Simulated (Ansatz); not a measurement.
The system is PbO2.

```
CELL_PARAMETERS angstrom
0.00000 2.70199 2.70199
2.70199 0.00000 2.70199
2.70199 2.70199 0.00000
ATOMIC_POSITIONS crystal
Pb 0.00000 0.00000 0.00000
O 0.75000 0.75000 0.75000
O 0.25000 0.25000 0.25000
```

The cell comes from a database or a generator and needn't be the stable form of this composition.

Base run:

- Program: Ansatz 0.2.0
- Functional: LDA
- Potentials or basis: Ansatz PAW
- Cutoff: 420 eV
- Density cutoff: 1680 eV
- k mesh: 9 × 9 × 9
- Occupations: fermi-dirac, width 0.05 eV
- Spin: no spin polarisation

Its results: band gap on the k mesh none (metal or under the smearing width); pressure -10.0 GPa.

Problem. The run is repeated on the same cell with these changes: functional from LDA to PBEsol. What comes out?

Solution. Band gap on the k mesh none (metal or under the smearing width); pressure -5.7 GPa.

PBEsol binds less tightly than LDA, so the same cell stands under more pressure.

Caveats: the PAW data sets come from PBE, with cores solved anew for the run's functional, which leaves a small shift of forces and pressure.

Not every run made on this cell is shown here.
